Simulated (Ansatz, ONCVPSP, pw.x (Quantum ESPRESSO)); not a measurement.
**What a changed setting does to a pw.x run (bcc Cl)**

Potential: optimised norm-conserving Vanderbilt (ONCV), ONCVPSP 4.0.1.1 (patched build), PBE; core [Ne], reference 3s2 3p5; waves: 3s: rc 1.35 bohr, ncon 4, nbas 8, qcut 6.2 1/bohr, 2 projectors, debl 2.1 Ha; 3p: rc 2.02 bohr, ncon 4, nbas 8, qcut 4.9 1/bohr, 3 projectors, debl 2.7 Ha; d scattering state at 0.12 Ha: rc 1.60 bohr, ncon 4, nbas 7, qcut 6.4 1/bohr, 2 projectors, debl 2.8 Ha; local part: polynomial inside 0.95 bohr (lpopt 2, dvloc0 2 Ha); core correction: Teter function, fcfact 3.75, rcfact 1.4.

The reference run (k-mesh 13³, cutoffs 50/200 Ry, Fermi–Dirac 0.01 Ry, mixing_beta 0.4, conv_thr 1e-9, no spin) gives -0.23 GPa at 21.926 Å³/atom, where all-electron LAPW gives -0.18 GPa. This run, with its own iteration cap, changes nbnd to 2, a wrong or extreme entry chosen on purpose.

```
&control
  calculation='scf', prefix='x', pseudo_dir='./', outdir='./tmp', tstress=.true., disk_io='none'
/
&system
  ibrav=0, nat=1, ntyp=1, ecutwfc=50, ecutrho=200, nbnd=2,
  occupations='smearing', smearing='fd', degauss=0.01
/
&electrons
  conv_thr=1e-09, mixing_beta=0.4, electron_maxstep=70
/
ATOMIC_SPECIES
Cl 1.0 Cl.UPF
CELL_PARAMETERS angstrom
  -1.76319281 1.76319281 1.76319281
  1.76319281 -1.76319281 1.76319281
  1.76319281 1.76319281 -1.76319281
ATOMIC_POSITIONS crystal
Cl 0.0000 0.0000 0.0000
K_POINTS automatic
13 13 13 0 0 0
```

```bash
pw.x < Cl.scf.in > Cl.scf.out
```

Task: How does the run end?

Result: It stops with "setup: too few bands". There must be at least as many bands as half the electrons, and more with smearing.

```
Error in routine setup (1):
     too few bands
```

The run took about 0.1 s on one core of a shared host (Neoverse-N1, 64 threads, 124 GiB, load 54).
